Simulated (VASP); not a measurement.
# CdTe (F-43m) in VASP: a series of runs

One crystal, CdTe, is run at these levels: PBE; tasks: dielectric tensor.

Everything below comes from runs of VASP 6.6.1. Logs are shortened: lines on timing, memory, paths and dates and some standing lists are left out, and cuts for length are marked.

## 1. The crystal as given

The structure is cubic, space group F-43m (No. 216). The conventional cell has a = 6.410 Å, b = 6.410 Å, c = 6.410 Å, α = 90.00°, β = 90.00°, γ = 90.00°. Around Te (site symmetry -43m) lie 4 Cd at 2.78 Å. Cd (site symmetry -43m) has 4 Te at 2.78 Å as nearest neighbours.

## 2. Dielectric tensor, PBE

INCAR

```
  PREC = Accurate
  ENCUT = 250
  EDIFF = 1E-8
  ISMEAR = 0
  SIGMA = 0.01
  LREAL = F
  LASPH = T
  NELM = 100
  ALGO = Normal
  ISIF = 2
  LWAVE = F
  LCHARG = F
  GGA = PE
  LEPSILON = T
```

KPOINTS

```
Automatic mesh
0
Gamma
  10 10 10
```

POSCAR

```
CdTe
1.0
    0.0000000000      3.2050000000      3.2050000000
    3.2050000000      0.0000000000      3.2050000000
    3.2050000000      3.2050000000      0.0000000000
Te Cd
1 1
Direct
    0.7500000000      0.7500000000      0.7500000000
    0.0000000000      0.0000000000      0.0000000000
```

Potentials or basis: VASP PAW PBE potentials, release 64 (Te, Cd).

The run is started by

```sh
$ cat potpaw_PBE.64/Te/POTCAR potpaw_PBE.64/Cd/POTCAR > POTCAR
$ mpirun -np 1 vasp_std > vasp.out
```

OUTCAR:

```text
PREC = Accurate
   ENCUT = 250
   EDIFF = 1E-8
   ISMEAR = 0
   LREAL = F
   LASPH = T
   NELM = 100
   ISIF = 2
   GGA = PE
   LEPSILON = T

 Found     47 irreducible k-points:

 Following reciprocal coordinates:
            Coordinates               Weight
  0.000000  0.000000  0.000000      1.000000
  0.100000  0.000000  0.000000      8.000000
  0.200000  0.000000  0.000000      8.000000
  0.300000  0.000000  0.000000      8.000000
  0.400000  0.000000  0.000000      8.000000
  0.500000  0.000000  0.000000      4.000000
   k-points           NKPTS =     47   k-points in BZ     NKDIM =     47   number of bands    NBANDS=     13
   number of dos      NEDOS =    301   number of ions     NIONS =      2
   total plane-waves  NPLWV =  13824
   dimension x,y,z NGX =    24 NGY =   24 NGZ =   24
   dimension x,y,z NGXF=    48 NGYF=   48 NGZF=   48
   ions per type =               1   1
   NGX,Y,Z   is equivalent  to a cutoff of   8.80,  8.80,  8.80 a.u.
   NGXF,Y,Z  is equivalent  to a cutoff of  17.61, 17.61, 17.61 a.u.
 SYSTEM =  unknown system
   PREC   = accura    normal or accurate (medium, high low for compatibility)
   ISTART =      0    job   : 0-new  1-cont  2-samecut
   ICHARG =      2    charge: 1-file 2-atom 10-const
   ISPIN  =      1    spin polarized calculation?
   LNONCOLLINEAR =      F non collinear calculations
   LSORBIT =      F    spin-orbit coupling
   LASPH  =      T    aspherical Exc in radial PAW
   ENCUT  =  250.0 eV  18.37 Ry    4.29 a.u.   5.84  5.84  5.84*2*pi/ulx,y,z
   NELM   =    100;   NELMIN=  2; NELMDL= -5     # of ELM steps
   EDIFF  = 0.1E-07   stopping-criterion for ELM
   LREAL  =      F    real-space projection
   EDIFFG = 0.1E-06   stopping-criterion for IOM
   NSW    =      0    number of steps for IOM
   IBRION =     -1    ionic relax: 0-MD 1-quasi-New 2-CG
   NFREE  =      0    steps in history (QN), initial steepest desc. (CG)
   ISIF   =      2    stress and relaxation
   ISYM   =      2    0-nonsym 1-usesym 2-fastsym
   POTIM  = 0.5000    time-step for ionic-motion
   TEBEG  =    0.0;   TEEND  =   0.0 temperature during run
   PSTRESS=    0.0 pullay stress
   NELECT =      18.0000    total number of electrons
   NUPDOWN=      -1.0000    fix difference up-down
   EMIN   =  10.00;   EMAX   =-10.00  energy-range for DOS
   EFERMI =   0.00;   METHOD = LEGACY
   ISMEAR =     0;   SIGMA  =   0.01  broadening in eV -4-tet -1-fermi 0-gaus
   EFERMI_NEDOS =   21; number of points for ismear=-14 and -15
   IALGO  =     38    algorithm
   IMIX   =      4    mixing-type and parameters
     AMIX     =   0.40;   BMIX     =  1.00
     AMIX_MAG =   1.60;   BMIX_MAG =  1.00
  volume/ion in A,a.u.               =      32.92       222.17
  Fermi-wavevector in a.u.,A,eV,Ry     =   1.062497  2.007828 15.359610  1.128899
  Thomas-Fermi vector in A             =   2.197950
   LORBIT       =      0    0 simple, 1 ext, 2 COOP (PROOUT), +10 PAW based schemes
   GGA     = PE    functional components
   LHFCALC =     F    Hartree Fock is set to
   AEXX    =    0.0000 exact exchange contribution
   IVDW    =     0    specifies the selected vdW correction
   LEPSILON=     T    determine dielectric tensor
   LRPA    =     F    only Hartree local field effects (RPA)
 non-spin polarized calculation
 Gauss-broadening in eV      SIGMA  =   0.01
  energy-cutoff  :      250.00
  volume of cell :       65.84
 maximum number of plane-waves:       609
   NGX = 11   NGY = 11   NGZ = 11

--------------------------------------- Ionic step        1  -------------------------------------------

 number of electron      17.9999969 magnetization

 E-fermi :   2.6925     XC(G=0):  -8.7318

 val. band max:        2.6531933965   @ k =   0.0000   0.0000   0.0000
 cond. band min:       3.5246822381   @ k =   0.0000   0.0000   0.0000
 fundamental gap:      0.8714888416
 Fermi energy:         2.6924710212

 k-point     1 :       0.0000    0.0000    0.0000
  band No.  band energies     occupation
      1      -8.7137      2.00000
      2      -5.7983      2.00000
      3      -5.7983      2.00000
      4      -5.7983      2.00000
      5      -5.5150      2.00000
      6      -5.5150      2.00000
      7       2.6532      2.00000
      8       2.6532      2.00000
      9       2.6532      2.00000
     10       3.5247      0.00000
     11       7.2325      0.00000
     12       7.2325      0.00000
     13       7.2325      0.00000

 k-point     2 :       0.1000    0.0000    0.0000
  band No.  band energies     occupation
      1      -8.6730      2.00000
      2      -5.7831      2.00000
      3      -5.7831      2.00000
      4      -5.7624      2.00000
      5      -5.5073      2.00000
      6      -5.5073      2.00000
      7       1.7246      2.00000
      8       2.5582      2.00000
      9       2.5582      2.00000
     10       4.2208      0.00000
     11       7.2042      0.00000
     12       7.3820      0.00000
     13       7.3820      0.00000

 k-point     3 :       0.2000    0.0000    0.0000
  band No.  band energies     occupation
      1      -8.5661      2.00000
      2      -5.7645      2.00000
      3      -5.7645      2.00000
      4      -5.6644      2.00000
      5      -5.5103      2.00000
      6      -5.5103      2.00000
      7       0.4476      2.00000
      8       2.3262      2.00000
      9       2.3262      2.00000
     10       4.6747      0.00000
     11       7.6250      0.00000
     12       7.6871      0.00000
     13       7.6871      0.00000

 k-point     4 :       0.3000    0.0000    0.0000
  band No.  band energies     occupation
      1      -8.4345      2.00000
      2      -5.7447      2.00000
      3      -5.7447      2.00000
      4      -5.5102      2.00000
      5      -5.5102      2.00000
      6      -5.4858      2.00000
      7      -0.7272      2.00000
      8       2.0756      2.00000
      9       2.0756      2.00000
     10       4.6595      0.00000
     11       7.8625      0.00000
     12       7.8625      0.00000
     13       8.6460      0.00000

 k-point     5 :       0.4000    0.0000    0.0000
  band No.  band energies     occupation
      1      -8.3297      2.00000
      2      -5.7315      2.00000
      3      -5.7315      2.00000
      4      -5.5063      2.00000
      5      -5.5063      2.00000
      6      -5.2505      2.00000
      7      -1.6126      2.00000
      8       1.8941      2.00000
      9       1.8941      2.00000
     10       4.5503      0.00000
     11       7.8564      0.00000
     12       7.8564      0.00000
     13       9.5745      0.00000

 k-point     6 :       0.5000    0.0000    0.0000
  band No.  band energies     occupation
      1      -8.2898      2.00000
      2      -5.7256      2.00000
      3      -5.7256      2.00000
      4      -5.4970      2.00000
      5      -5.4970      2.00000
      6      -5.1159      2.00000
      7      -1.9640      2.00000
      8       1.8291      2.00000
      9       1.8291      2.00000
     10       4.5043      0.00000
     11       7.8306      0.00000
     12       7.8306      0.00000
     13       9.7608      0.00000

 [... further k-points ...]

  FORCE on cell =-STRESS in cart. coord.  units (eV):
  Direction    XX          YY          ZZ          XY          YZ          ZX
  --------------------------------------------------------------------------------------
  -------------------------------------------------------------------------------------
  Total        0.1772533      0.1772533      0.1772533      0.0000000      0.0000000      0.0000000
  in kB        4.3131135      4.3131135      4.3131135      0.0000000      0.0000000      0.0000000
  external PRESSURE =       4.3131135 kB  Pullay stress =       0.0000000 kB

 VOLUME and BASIS-vectors are now :
 -----------------------------------------------------------------------------
  energy-cutoff  :      250.00
  volume of cell :       65.84
      direct lattice vectors                 reciprocal lattice vectors
     0.000000000  3.205000000  3.205000000    -0.156006240  0.156006240  0.156006240
     3.205000000  0.000000000  3.205000000     0.156006240 -0.156006240  0.156006240
     3.205000000  3.205000000  0.000000000     0.156006240  0.156006240 -0.156006240

 POSITION                                       TOTAL-FORCE (eV/Angst)
 -----------------------------------------------------------------------------------
      4.80750      4.80750      4.80750         0.000000      0.000000      0.000000
      0.00000      0.00000      0.00000        -0.000000     -0.000000     -0.000000
 -----------------------------------------------------------------------------------
    total drift:                                0.000004      0.000004      0.000005

  FREE ENERGIE OF THE ION-ELECTRON SYSTEM (eV)
  ---------------------------------------------------
  free  energy   TOTEN  =        -4.7058002762 eV

  energy  without entropy=       -4.7058002762  energy(sigma->0) =       -4.70580028

 HEAD OF MICROSCOPIC STATIC DIELECTRIC TENSOR (INDEPENDENT PARTICLE, excluding Hartree and local field effects)
 ------------------------------------------------------
           9.451414     0.000000    -0.000000
          -0.000000     9.451414     0.000000
           0.000000     0.000000     9.451414
 ------------------------------------------------------

 Free energy of the ion-electron system (eV)
  ---------------------------------------------------
  ---------------------------------------------------
  free energy    TOTEN  =        -1.58679724 eV

  energy without entropy =       -1.58679724

------------------------ aborting loop because EDIFF is reached ----------------------------------------

--------------------------------------- Ionic step        2  -------------------------------------------

------------------------ aborting loop because EDIFF is reached ----------------------------------------

--------------------------------------- Ionic step        3  -------------------------------------------

 Free energy of the ion-electron system (eV)
  ---------------------------------------------------
  ---------------------------------------------------
  free energy    TOTEN  =        -1.58679852 eV

  energy without entropy =       -1.58679852

------------------------ aborting loop because EDIFF is reached ----------------------------------------

 PIEZOELECTRIC TENSOR FIELD DIRECTION 3  (e Angst)
 -----------------------------------------------------------------------------
    -0.00151  2.44318  0.00000           (  0.00000 -0.06753  0.00000)
     2.44318 -0.00151  0.00000           ( -0.06753  0.00000  0.00000)
     0.00000  0.00000 -0.00085           (  0.00000  0.00000  0.00000)

 PIEZOELECTRIC TENSOR FIELD DIRECTION 3  (C/m^2)
 -----------------------------------------------------------------------------
    -0.00037  0.59450  0.00000
     0.59450 -0.00037  0.00000
     0.00000  0.00000 -0.00021

 MACROSCOPIC STATIC DIELECTRIC TENSOR (including local field effects in DFT)
 ------------------------------------------------------
           9.059169    -0.000000     0.000000
          -0.000000     9.059169    -0.000000
           0.000000     0.000000     9.059169
 ------------------------------------------------------

 PIEZOELECTRIC TENSOR (including local field effects)  for field in x, y, z        (e  Angst)
          XX          YY          ZZ          XY          YZ          ZX
  --------------------------------------------------------------------------------
  x    -0.00000     0.00000     0.00000     0.00000     2.45677     0.00000
  y    -0.00000     0.00000    -0.00000     0.00000    -0.00000     2.45677
  z     0.00000     0.00000    -0.00000     2.45677     0.00000     0.00000

 PIEZOELECTRIC TENSOR (including local field effects)  for field in x, y, z        (C/m^2)
          XX          YY          ZZ          XY          YZ          ZX
  --------------------------------------------------------------------------------
  x    -0.00000     0.00000     0.00000     0.00000     0.59781     0.00000
  y    -0.00000     0.00000    -0.00000     0.00000    -0.00000     0.59781
  z     0.00000     0.00000    -0.00000     0.59781     0.00000     0.00000

 BORN EFFECTIVE CHARGES (including local field effects) (in |e|, cummulative output)
 ---------------------------------------------------------------------------------
 ion    1
    1    -2.15681     0.00000    -0.00000
    2     0.00000    -2.15681     0.00000
    3    -0.00000    -0.00000    -2.15681
 ion    2
    1     2.15681     0.00000     0.00000
    2     0.00000     2.15681    -0.00000
    3     0.00000     0.00000     2.15681
```

Run time: 1.9 min. Hardware: 1 thread of Intel Xeon Platinum 8488C (Sapphire Rapids), shared host; peak memory 0.25 GiB.

The run converged, but a check on its numbers failed (symmetry, net force, bounds or a known fault of this set-up), so they aren't taken as properties of the crystal.

Caveat: the cutoff lies under the usual one of these potentials, so the numbers hold a large basis-set error; spin-orbit coupling is left out, which moves the levels of the heavy elements.

(Continued in part 2 of 3.)
